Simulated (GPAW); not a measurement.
Au:

```
CELL_PARAMETERS angstrom
2.87792 0.00000 0.00000
1.43896 2.49236 0.00000
1.43896 0.83079 2.34982
ATOMIC_POSITIONS crystal
Au 0.00000 0.00000 0.00000
```

Base run:

| Item | Value |
| --- | --- |
| Program | GPAW 26.7.0 |
| Functional | revTPSS |
| Potentials or basis | GPAW PAW data sets (gpaw-data 1.2.1) |
| Cutoff | 600 eV |
| Basis | pw |
| k mesh | 11 × 11 × 11 |
| Occupations | fermi-dirac, width 0.05 eV |
| Spin | spin-orbit coupling, no magnetisation |

Its results: pressure 3.3 GPa.

Problem. The run is repeated on the same cell with these changes: functional from revTPSS to r4SCAN; band points from 80 to 100. What comes out?

Solution. Pressure 7.0 GPa.

Caveats: with this Au data set, volumes or pressures lay over 1.5 % or 2 GPa off other programs in two to four cells of ten; spin-orbit coupling was added after a scalar SCF, so levels and gaps hold it while energy, forces, pressure and moments don't; the PAW data sets were made with another functional, which shifts forces and pressure a little.
